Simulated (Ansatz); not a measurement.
The cell is RbBr in the rocksalt structure; cell and atoms were relaxed with r2SCAN. The symmetry is Fm-3m (No. 225, cubic); conventional cell a = 6.922 Å, 41.45 Å³ an atom. Around Rb lie 6 Br at 3.46 Å; around Br lie 6 Rb at 3.46 Å.

```yaml
crystal:
  lattice:
    - [0.00000, 3.46083, 3.46083]
    - [3.46083, 0.00000, 3.46083]
    - [3.46083, 3.46083, 0.00000]
  atoms:
    - { symbol: Rb, position: [0.00000, 0.00000, 0.00000] }
    - { symbol: Br, position: [0.50000, 0.50000, 0.50000] }
```

4 runs of Ansatz on this cell differ in the functional (and in the settings that go with it). Levels are in eV from each run's valence top; v1 is the last filled band, c1 the first empty one.

Run A, mean stress 0.0 GPa (compression positive):
```
point     v4     v3     v2     v1    c1    c2
    Γ  -8.76   0.00   0.00   0.00  4.89  7.88
    X  -8.83  -0.47  -0.16  -0.16  6.09  7.83
    U  -8.79  -0.46  -0.41  -0.25  6.81  8.58
```

Run B, mean stress +0.3 GPa (compression positive):
```
point     v4     v3     v2     v1    c1     c2
    Γ  -9.10   0.00   0.00   0.00  6.16   9.28
    X  -9.17  -0.51  -0.17  -0.17  7.51   9.04
    U  -9.13  -0.50  -0.44  -0.27  8.24  10.04
```

Run C, mean stress +0.3 GPa (compression positive):
```
point     v4     v3     v2     v1    c1    c2
    Γ  -9.08   0.00   0.00   0.00  5.44  8.52
    X  -9.15  -0.49  -0.17  -0.17  6.77  8.30
    U  -9.11  -0.49  -0.42  -0.26  7.50  9.29
```

Run D, mean stress +0.5 GPa (compression positive):
```
point     v4     v3     v2     v1    c1    c2
    Γ  -8.55   0.00   0.00   0.00  4.29  7.27
    X  -8.61  -0.46  -0.16  -0.16  5.64  7.02
    U  -8.58  -0.47  -0.40  -0.25  6.34  7.99
```

Problem. Match the runs to PBE, r2SCAN, HSE06, PBE0.

Solution. A is r2SCAN, B is PBE0, C is HSE06, D is PBE. In order of the gap: PBE 4.29, r2SCAN 4.89, HSE06 5.44, PBE0 6.16 eV.

(Simulation; spin polarisation is off.)

Spin-orbit coupling is left out.

The stress of a hybrid is loosely converged in these runs.

The meshes of the hybrids are coarse, so their gaps aren't converged to the digits shown.
